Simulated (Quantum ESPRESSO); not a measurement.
CuO under changes of volume

One of the cells (12.473 Å³/atom); the others are scaled copies at fixed shape and fractional positions:

```xyz
4
Lattice="3.4221 0.0000 0.0000 0.0000 3.4221 0.0000 0.0000 0.0000 4.2605" Properties=species:S:1:pos:R:3 pbc="T T T"
Cu    0.0000    1.7110    0.0000
Cu    1.7110    0.0000    2.1302
O     0.0000    0.0000    1.0651
O     0.0000    0.0000    3.1953
```

Measurements of this composition are mostly on another form, of space group No. 15.

```yaml
Program: Quantum ESPRESSO 7.5
Functional: LDA
Potentials_or_basis: GBRV 1.5 LDA
Cutoff: 762 eV
Density_cutoff: 6095 eV
k_mesh: 7 × 7 × 5
Occupations: fermi-dirac, width 0.05 eV
Spin: no spin polarisation
```

```csv
volume (Å³/atom),energy over the lowest point (meV/atom),pressure (GPa)
11.725,0.00,-6.6
11.974,11.65,-9.1
12.224,?,?
12.473,46.20,-13.6
12.722,68.22,-15.3
12.972,92.93,-17.0
13.221,119.98,-18.4
```

**Question.** What does the run at 12.224 Å³/atom give?

**Answer.** Energy over the lowest point 27.20 meV/atom; pressure -11.5 GPa.

Worked out: A Birch-Murnaghan fit of order 3 (a polynomial in V^(-2/3)) to the other rows has no minimum within the range. It gives 27.25 meV/atom at 12.224 Å³/atom, against the run's 27.20, and -dE/dV = -11.1 GPa, against -11.5.

Energies are extrapolated to zero smearing.

Caveats: the run has no spin polarisation, though such a crystal can be magnetic.
